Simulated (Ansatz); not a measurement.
Input and output for Sc (sc type): DFT, PBE, all-electron LAPW, scalar-relativistic (Ansatz 0.2.0). This run: volume at 0.4 of the series' base cell.

The cell comes from a relaxation on PAW files under the same functional, begun from a prototype that needn't be the stable phase.

Command: `ansatz run input.yaml --threads 1 --pin off --max-ram 2048MiB --backend cpu --events-out ev --progress --plain --runs-dir out` It took 5.9 s on 1 thread of Arm Neoverse V2, with other jobs on the host, peak memory 0.24 GiB.

```yaml
crystal:
  lattice:
    - [2.1886416114, 0.0, 0.0]
    - [0.0, 2.1886416114, 0.0]
    - [0.0, 0.0, 2.1886416114]
  atoms:
    - { symbol: Sc, position: [0.0, 0.0, 0.0] }
kpoints:
  mp_grid: { grid: [13, 13, 13] }
  band_path:
    path:
      - [0.0, 0.0, 0.0]
      - [0.0, 0.5, 0.0]
      - [0.5, 0.5, 0.0]
      - [0.0, 0.0, 0.0]
      - [0.5, 0.5, 0.5]
      - [0.0, 0.5, 0.0]
      - [0.5, 0.5, 0.5]
      - [0.5, 0.5, 0.0]
    npoints: 8
scf:
  occupations: { method: fermi_dirac, width: 0.08 }
hamiltonian:
  xc: pbe
  pseudopotentials: { kind: all_electron, lapw: { basis_error: 0.001 } }
output:
  forces: true
  stress: true
  eigenvalues: true
  populations: true
  dos: { projected: true, de: 0.2, e_range: [-14, 8] }
```

Output:

```
Sc: projections on atomic orbitals take those of the free atom 1s2 2s2 2p6 3s2 3p6 3d1 4s2, of charge +0.00 (hamiltonian.pseudopotentials.projection_atoms)
LAPW: plane waves up to 9.789 Å⁻¹, error target 1.0e-3 eV per atom; small_component_spin mean_spin; Sc in spheres of 1.094 Å, 19 of its electrons in bands, Dirac shells [] (how accurate: hamiltonian.pseudopotentials.lapw.basis_error, Limitations)
Engine: ansatz 0.2.0
Pseudopotentials: kind: all_electron
Pseudopotential: Sc, LAPW, valence charge 19, lapw/all_electron/scalar/gaussian/Sc, Koelling and Harmon's equation, gaussian nucleus
Functional definition: PBE
  parameter kappa = 0.804
  parameter beta = 0.06672455060314922
  exchange = pbe_x(kappa = kappa, mu = beta*pi^2/3)
  correlation = pbe_c(beta = beta)
Crystal: 1 atoms, lattice volume = 10.484 Å³
Basis set: ecut = 365.08595750328647 eV, 171 PW (Γ), exchange–correlation at level 2
Bands: 14, of which v1, the nominal top of the filled ones, is band 10 counted from 1 (9 counted from 0)
Symmetry: 48 space group operations
Space group: Pm-3m (ITA 221), of the structure as read, at distance tolerance 2.2e-5 Å
k-points: 84 of 2197
Non-local potential: Sc, projectors of the file, none
Initial density: superposition of atomic densities (chi_scale 0.1, normalization cell)
Initial wavefunctions: plane waves of lowest kinetic energy (no species holds an atomic orbital)
Functional: x = pbe(κ = 0.804, μ = 0.2195149727645171), c = pbe(β = 0.06672455060314922)
iter 1 solved again at ethr=1.95e-5 eV; its pass at ethr=1.00e-1 eV (dr2=3.71e-3 eV) is discarded
SCF iter   1: F=—  HF=-20791.387814 eV  |F-HF|=—  |Δ(HF+E_count)|=         —  Δρ=7.99e-3  dr2=3.71e-3  ethr=1.95e-5  ⟨swp⟩=3.3  Hψ=8039  notcnv=0
preconditioner: auto → none  [metal: Δε(μ)=0.040 eV  Ē_g=24.513 eV  σ=0.080 eV  W_gap=0.13  n_scr=6 (ndim 8)  ℏωp=34.4 eV  f_vac=0.000  D(μ)=0.80/eV (n_scr^D=6)  sad-step TF]
SCF iter   2: F=—  HF=-20791.383622 eV  |F-HF|=—  |Δ(HF+E_count)|=   4.19e-3  Δρ=5.29e-3  dr2=1.38e-3  ethr=1.95e-5  ⟨swp⟩=2.0  Hψ=3442  notcnv=0
SCF iter   3: F=—  HF=-20791.384396 eV  |F-HF|=—  |Δ(HF+E_count)|=   7.74e-4  Δρ=1.96e-3  dr2=2.00e-4  ethr=7.24e-6  ⟨swp⟩=2.0  Hψ=3443  notcnv=0
iter 4 solved again at ethr=1.97e-9 eV; its pass at ethr=1.05e-6 eV (dr2=3.74e-7 eV) is discarded
SCF iter   4: F=—  HF=-20791.384538 eV  |F-HF|=—  |Δ(HF+E_count)|=         —  Δρ=9.33e-5  dr2=3.74e-7  ethr=1.97e-9  ⟨swp⟩=2.6  Hψ=5875  notcnv=0
the basis was enlarged: its passes take 261.5 KiB over the memory plan, 1 of 1 planned eigensolver slots
SCF iter   5: F=-20791.384541 eV  HF=-20791.384541 eV  |F-HF|=3.34e-9  |Δ(HF+E_count)|=   3.75e-6  Δρ=9.17e-6  dr2=5.97e-9  ethr=1.97e-9  ⟨swp⟩=2.4  Hψ=3502  notcnv=0
SCF 1 converged in 5 iterations: F = -20791.384541 eV  dr2 = 5.97e-9
NSCF: frozen V_eff on 57 k-points
SCF converged after 5 iterations
Free energy (F): -20791.384541 eV
Harris-Foulkes:  -20791.384541 eV  (|F-HF|=3.34e-9)
Internal energy: -20791.367669 eV  (E = F + TS)
E sigma→0 (E₀):  -20791.376105 eV
Entropy (-TS):   -0.016873 eV (-16.873 meV/atom)
Fermi energy:    24.304274 eV
--- Per-component energies (eV) ---
  E_band       = -3017.206110
  E_kinetic    = 20999.913580
  E_xc         = -1073.829207
  E_electrostatic = -40717.452042  (all electrons and nuclei)
  E_smearing   = -0.016873  (= −TS)
  E_closure    = 0.000000  (closes the sum)
  E_atoms      = -20790.993794  (free atoms, spherical and without spin; not in F)
  Σ components = -20791.384541   (vs F -20791.384541, Δ=0.00e0)
  Basis errors (estimates in eV, not in F): energy 3.5e-4 per atom: plane waves 3.2e-4 (1.8e-4 summed), levels above the bands 1.1e-71, relativity 1.8e-8, radial functions 3.4e-5, core shells 3.7e-14; eigenvalues (radial functions only) 1.1e-6; not estimated: angular momenta, meshes, grids; target (lapw.basis_error) 1.0e-3; muffin-tin radii Sc 1.094 Å
--- Forces (eV/Å), atoms counted from 1 ---
  atom   1  Sc     0.00000000     0.00000000     0.00000000
  max |Σ_I F_I| component: 6.57e-32 eV/Å
--- Stress (GPa, compression-positive) ---
      145.579326       0.000000       0.000000
        0.000000     145.579326       0.000000
        0.000000       0.000000     145.579326
  P = ⅓ Tr σ = 145.5793 GPa (1455.793 kbar)
--- Band table (eV; the first three rows and the last of 84) ---
  k-point 0: bands = ["-441.8273", "-355.7827", "-355.7827", "-355.7827", "-25.7417", "-0.9137", "-0.9137", "-0.9137", "19.9940", "21.7476", "21.7476", "33.3082", "33.3082", "33.3082"]
  k-point 1: bands = ["-441.8273", "-355.7827", "-355.7827", "-355.7827", "-25.6779", "-1.2850", "-0.8826", "-0.8826", "20.2643", "21.8284", "22.1619", "32.9361", "32.9361", "33.3351"]
  k-point 2: bands = ["-441.8273", "-355.7827", "-355.7827", "-355.7827", "-25.4966", "-2.2529", "-0.7956", "-0.7956", "20.8796", "22.0588", "23.4011", "31.9961", "31.9961", "33.4100"]
  k-point 83: bands = ["-441.8273", "-355.7827", "-355.7827", "-355.7827", "-22.2644", "-4.2140", "-4.2066", "-4.2066", "21.1515", "21.3326", "21.3326", "33.4729", "36.1242", "36.1242"]
--- Löwdin populations: 1 site ---
  site symbol       q [e]
     0     Sc     20.9655
  spilling = 0.001645 (of n_electrons = 21.000000)
```

populations.tsv:

```
# site	symbol	l	j	q
# orbitals = lowdin
# n_electrons = 21.000000
# spilling = 0.001645
# projection_atom_Sc: 1s2 2s2 2p6 3s2 3p6 3d1 4s2
0	Sc	0_1S	-	1.999859
0	Sc	0_2S	-	1.991854
0	Sc	0_3S	-	1.820905
0	Sc	0_4S	-	0.486885
0	Sc	1_2P	-	5.999677
0	Sc	1_3P	-	5.852988
0	Sc	2_3D	-	2.813288
```

The structure type is held throughout; the real material can change phase at far lower pressure.
